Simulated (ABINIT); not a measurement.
Here is an ABINIT 10.8.3 (patched build) calculation.

The input run.py:

```python
import json, os
import numpy as np
from ase.units import GPa
from ase.calculators.abinit import Abinit, AbinitProfile
from ase.io import read

atoms = read('FeO.xyz')
atoms.set_initial_magnetic_moments([4.0, 0.0])

profile = AbinitProfile(command='abinit', pp_paths=[os.path.abspath('pseudos')])
params = dict(
    pps='pawxml', xc='PBE',
    ecut=707.496,
    pawecutdg=1306.1465,
    pawxcdev=0,
    kptopt=1,
    ngkpt=[11, 11, 11],
    nshiftk=1,
    shiftk=[0.0, 0.0, 0.0],
    ixc=11,
    nband=16,
    occopt=3,
    tsmear=0.05,
    nstep=100,
    tolvrs=1e-09,
    prtwf=0,
    prtden=0,
)

atoms.calc = Abinit(profile=profile, directory='run', **params)
energy = atoms.get_potential_energy()
forces = atoms.get_forces()
stress = atoms.get_stress()
print(f'energy {energy:.6f} eV')
print('forces (eV/A)')
print(np.round(forces, 5))
print('stress (GPa, Voigt, tension positive)', np.round(stress / GPa, 4))
json.dump(dict(energy=energy, forces=forces.tolist(), stress=stress.tolist(), cell=atoms.cell.tolist(), frac=atoms.get_scaled_positions(wrap=False).tolist()), open('results.json', 'w'))
```

File FeO.xyz:

```xyz
2
Lattice="0.0000000000 2.1554001600 2.1554001600 2.1554001600 0.0000000000 2.1554001600 2.1554001600 2.1554001600 0.0000000000" Properties=species:S:1:pos:R:3 pbc="T T T"
Fe     0.0000000000      0.0000000000      0.0000000000
O      2.1554001600      2.1554001600      2.1554001600
```

Potentials or basis: JTH PAW PBE v2.0.

Launch:

```bash
$ python run.py
```

Problem. Predict the site moments.

Solution. Fe +3.59; O +0.29 μB.

Problem. Predict the band gap on the k mesh.

Solution. None (metal or under the smearing width).

Problem. Estimate the net moment.

Solution. 4.00 μB per cell.

Problem. What does it give for the pressure?

Solution. -0.8 GPa.

Caveat: a cell with one magnetic atom can't hold antiferromagnetic order, which such compounds often take; semilocal functionals often make such compounds metallic where correlation or magnetic order opens a gap, which also shifts bond lengths.

The gap isn't set beside the measured one, since this odd mesh misses points on the zone boundary.
